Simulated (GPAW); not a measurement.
Set up this calculation in GPAW 26.7.0, as an ASE script.

```yaml
Task: band structure
Functional: vdW-DF2
Potentials_or_basis: GPAW PAW data sets (gpaw-data 1.2.1)
Cutoff: 600 eV
Basis: pw
k_mesh: 6 × 6 × 6
Occupations: fermi-dirac, width 0.05 eV
Spin: spin-orbit coupling, no magnetisation
Maxiter: 150
Band_path: GXWKGLUWLK,UX
Band_points: 60
spin_axis_theta_degrees: 90
spin_axis_phi_degrees: 45
Soc_after_scf: second variation
```

The structure of CdSe lies in CdSe.cif:

```cif
data_CdSe
_cell_length_a 6.14054240
_cell_length_b 6.14054240
_cell_length_c 6.14054240
_cell_angle_alpha 90.00000000
_cell_angle_beta 90.00000000
_cell_angle_gamma 90.00000000
_space_group_name_H-M_alt 'F-43m'
_space_group_name_Hall 'F -4 2 3'
_space_group_IT_number 216
loop_
_space_group_symop_operation_xyz
'x,y,z'
'y,-x,-z'
'-x,-y,z'
'-y,x,-z'
'x,-y,-z'
'y,x,z'
'-x,y,-z'
'-y,-x,z'
'z,x,y'
'-z,y,-x'
'z,-x,-y'
'-z,-y,x'
'-z,x,-y'
'z,y,x'
'-z,-x,y'
'z,-y,-x'
'y,z,x'
'-x,-z,y'
'-y,z,-x'
'x,-z,-y'
'-y,-z,x'
'x,z,y'
'y,-z,-x'
'-x,z,-y'
'x,y+1/2,z+1/2'
'y,-x+1/2,-z+1/2'
'-x,-y+1/2,z+1/2'
'-y,x+1/2,-z+1/2'
'x,-y+1/2,-z+1/2'
'y,x+1/2,z+1/2'
'-x,y+1/2,-z+1/2'
'-y,-x+1/2,z+1/2'
'z,x+1/2,y+1/2'
'-z,y+1/2,-x+1/2'
'z,-x+1/2,-y+1/2'
'-z,-y+1/2,x+1/2'
'-z,x+1/2,-y+1/2'
'z,y+1/2,x+1/2'
'-z,-x+1/2,y+1/2'
'z,-y+1/2,-x+1/2'
'y,z+1/2,x+1/2'
'-x,-z+1/2,y+1/2'
'-y,z+1/2,-x+1/2'
'x,-z+1/2,-y+1/2'
'-y,-z+1/2,x+1/2'
'x,z+1/2,y+1/2'
'y,-z+1/2,-x+1/2'
'-x,z+1/2,-y+1/2'
'x+1/2,y,z+1/2'
'y+1/2,-x,-z+1/2'
'-x+1/2,-y,z+1/2'
'-y+1/2,x,-z+1/2'
'x+1/2,-y,-z+1/2'
'y+1/2,x,z+1/2'
'-x+1/2,y,-z+1/2'
'-y+1/2,-x,z+1/2'
'z+1/2,x,y+1/2'
'-z+1/2,y,-x+1/2'
'z+1/2,-x,-y+1/2'
'-z+1/2,-y,x+1/2'
'-z+1/2,x,-y+1/2'
'z+1/2,y,x+1/2'
'-z+1/2,-x,y+1/2'
'z+1/2,-y,-x+1/2'
'y+1/2,z,x+1/2'
'-x+1/2,-z,y+1/2'
'-y+1/2,z,-x+1/2'
'x+1/2,-z,-y+1/2'
'-y+1/2,-z,x+1/2'
'x+1/2,z,y+1/2'
'y+1/2,-z,-x+1/2'
'-x+1/2,z,-y+1/2'
'x+1/2,y+1/2,z'
'y+1/2,-x+1/2,-z'
'-x+1/2,-y+1/2,z'
'-y+1/2,x+1/2,-z'
'x+1/2,-y+1/2,-z'
'y+1/2,x+1/2,z'
'-x+1/2,y+1/2,-z'
'-y+1/2,-x+1/2,z'
'z+1/2,x+1/2,y'
'-z+1/2,y+1/2,-x'
'z+1/2,-x+1/2,-y'
'-z+1/2,-y+1/2,x'
'-z+1/2,x+1/2,-y'
'z+1/2,y+1/2,x'
'-z+1/2,-x+1/2,y'
'z+1/2,-y+1/2,-x'
'y+1/2,z+1/2,x'
'-x+1/2,-z+1/2,y'
'-y+1/2,z+1/2,-x'
'x+1/2,-z+1/2,-y'
'-y+1/2,-z+1/2,x'
'x+1/2,z+1/2,y'
'y+1/2,-z+1/2,-x'
'-x+1/2,z+1/2,-y'
loop_
_atom_site_label
_atom_site_type_symbol
_atom_site_symmetry_multiplicity
_atom_site_Wyckoff_symbol
_atom_site_fract_x
_atom_site_fract_y
_atom_site_fract_z
_atom_site_occupancy
Cd1 Cd 4 a 0.0000000000 0.0000000000 0.0000000000 1
Se1 Se 4 d 0.2500000000 0.2500000000 0.7500000000 1
```

Measurements of this composition are mostly on another form, of space group No. 186.

One way to write it, as run:

run.py

```python
import numpy as np
import spglib
from ase import Atoms
from ase.dft.bandgap import bandgap
from ase.io import read, write
from gpaw import GPAW, PW
from gpaw.spinorbit import soc_eigenstates

atoms = read('CdSe.cif')
cell, positions, numbers = spglib.find_primitive(
    (atoms.cell[:], atoms.get_scaled_positions(), atoms.numbers), symprec=1e-4)
atoms = Atoms(numbers, cell=cell, scaled_positions=positions, pbc=True)

calc = GPAW(mode=PW(600),
            xc={'name': 'vdW-DF2', 'backend': 'libvdwxc'},
            kpts={'size': (6, 6, 6), 'gamma': True},
            occupations={'name': 'fermi-dirac', 'width': 0.05},
            nbands=18,
            convergence={'density': 1e-05, 'energy': 1e-05},
            maxiter=150,
            txt='gpaw.txt')
atoms.calc = calc
energy = atoms.get_potential_energy()
forces = atoms.get_forces()
calc.write('gs.gpw')
write('result.traj', atoms)
print(f'Energy: {energy:.6f} eV')
print('Forces (eV/A):')
print(forces.round(4))
print('Fermi level:', round(calc.get_fermi_level(), 4), 'eV')
print(f'Gap: {bandgap(calc)[0]:.4f} eV, direct: {bandgap(calc, direct=True)[0]:.4f} eV')

path = atoms.cell.bandpath('GXWKGLUWLK,UX', npoints=60, eps=1e-4)
bs_calc = calc.fixed_density(kpts=path, symmetry='off', nbands=30,
                             convergence={'bands': 'CBM+6.0', 'eigenstates': 1e-6}, txt='bands.txt')
bs = bs_calc.band_structure()
bs.write('bs.json')
print(f'Gap on the path: {bandgap(bs_calc)[0]:.4f} eV')

soc = soc_eigenstates(bs_calc, theta=90, phi=45)
np.savetxt('soc_bands.dat', soc.eigenvalues(), fmt='%.4f')
mesh = soc_eigenstates('gs.gpw', theta=90, phi=45)
np.savetxt('soc_mesh.dat', mesh.eigenvalues(), fmt='%.4f')
print('Fermi level with spin-orbit coupling:', round(mesh.fermi_level, 4), 'eV')
```

Potentials or basis: GPAW PAW data sets (gpaw-data 1.2.1), pw.

Command:

```sh
$ OMP_NUM_THREADS=1 python run.py
```

Results of the run:

The band gap on the k mesh is 0.21 eV, direct and the band gap along the path is 0.21 eV, direct.

Caveat: spin-orbit coupling was added after a scalar SCF, so levels and gaps hold it while energy, forces, pressure and moments don't; this program's spin-orbit splittings come out too wide for heavy elements; the PAW data sets were made with another functional, which shifts forces and pressure a little.

It took 13 s on 1 thread of AMD EPYC 9R45 96-Core Processor (Zen 5) (shared host), peak memory 0.31 GiB.
